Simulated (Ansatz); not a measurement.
# Pd under compression and expansion

```cif
data_structure
_symmetry_space_group_name_H-M 'P6_3/mmc'
_symmetry_Int_Tables_number 194
_cell_length_a 2.7741
_cell_length_b 2.7741
_cell_length_c 4.6263
_cell_angle_alpha 90.000
_cell_angle_beta 90.000
_cell_angle_gamma 120.000
_cell_volume 30.83
loop_
_atom_site_label
_atom_site_type_symbol
_atom_site_symmetry_multiplicity
_atom_site_Wyckoff_symbol
_atom_site_fract_x
_atom_site_fract_y
_atom_site_fract_z
_atom_site_occupancy
Pd1 Pd 2 c 0.33333 0.66667 0.25000 1
```

The runs use the primitive cell with vectors (2.774, 0.000, 0.000), (-1.387, 2.402, 0.000), (0.000, 0.000, 4.626) Å, to which the k mesh refers.

Symmetry: P6_3/mmc, No. 194, hexagonal system. The conventional cell has a = 2.774 Å, b = 2.774 Å, c = 4.626 Å, α = 90.00°, β = 90.00°, γ = 120.00°. Pd (site symmetry -6m2) has 12 Pd at 2.77 to 2.81 Å as nearest neighbours.

The structure comes from a relaxation in the same program, started in the hcp type, and has space group P6_3/mmc. Whether it is a known phase or the ground state wasn't checked.

Spin polarisation is left out, and whether a magnetic state lies lower isn't shown here.

Levels of theory: DFT, PBE, all-electron LAPW, scalar-relativistic (Ansatz 0.2.0); DFT, PBE, PAW with Ansatz's default frozen-core files, scalar-relativistic (Ansatz 0.2.0).

For LAPW: a Γ-centred 15×15×8 k mesh, Fermi–Dirac smearing of 0.08 eV, basis error target 0.25 meV/atom, no spin polarisation. PAW takes a cutoff of 420 eV at this cell. The Ansatz runs share mesh, smearing and spin set-up. Plane-wave (PAW) pressures include the program's estimate of the Pulay term.

The cell above is scaled evenly, with fractional coordinates and shape held.

Task: Estimate the equilibrium volume and bulk modulus that full-potential LAPW gives for this fixed shape.

Result: V0 = 15.41 Å³/atom, B0 = 165 GPa, B0′ = 5.5, from a third-order Birch–Murnaghan fit to these pressures:
| V/V(cell) | V (Å³/atom) | P, LAPW (GPa) | P, PAW (GPa) | free energy over the lowest listed, PAW (meV/atom) |
| --- | --- | --- | --- | --- |
| 0.9405 | 14.499 | 11.86 | 11.97 | 32.0 |
| 0.9800 | 15.108 | 3.41 | 3.51 | 3.3 |
| 1.0000 | 15.417 | -0.11 | -0.01 | 0.0 |
| 1.0200 | 15.725 | -3.20 | -3.10 | 3.1 |
| 1.0600 | 16.342 | -8.27 | -8.18 | 25.2 |

PAW's V0 lies 0.06 % from the all-electron value and its B0 -0.3 %. With shape and internal coordinates held, B0 is an upper bound to the relaxed modulus.
